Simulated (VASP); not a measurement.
Runs of VASP 6.6.1 on AlP. The structure is cubic, space group F-43m (No. 216). The conventional cell has a = 5.471 Å, b = 5.471 Å, c = 5.471 Å, α = 90.00°, β = 90.00°, γ = 90.00°. Around Al (site symmetry -43m) lie 4 P at 2.37 Å. P (site symmetry -43m) has 4 Al at 2.37 Å as nearest neighbours. The cell is a database's computed one.

| level | potentials or basis | k mesh | cutoff (eV) | smearing | gap on the mesh (eV) | pressure (GPa) |
| --- | --- | --- | --- | --- | --- | --- |
| PBEsol | VASP PAW PBE potentials, release 64 (Al, P_h) | 8 × 8 × 8 | 900 | gaussian 0.02 eV | 1.45 | 0.0 |
| PBEsol | VASP PAW PBE potentials, release 64 (Al, P) | 8 × 8 × 8 | 520 | gaussian 0.5 eV | 1.45 | 0.0 |
| r2SCAN | VASP PAW PBE potentials, release 64 (Al, P) | 8 × 8 × 8 | 520 | gaussian 0.02 eV | 1.92 | (a) |
| PBEsol | VASP PAW PBE potentials, release 64 (Al, P) | 14 × 14 × 14 | 520 | gaussian 0.02 eV | 1.45 | 0.0 |
| PBEsol | VASP PAW PBE potentials, release 64 (Al, P) | 8 × 8 × 8 | 700 | gaussian 0.02 eV | 1.45 | 0.0 |

Alike in all rows: task single point; no spin polarisation; cell as given.

Fill in the values left out.

(a) 0.1.

Caveats: the PAW data sets were made with another functional, which shifts forces and pressure a little.

A k mesh can miss the band edges.
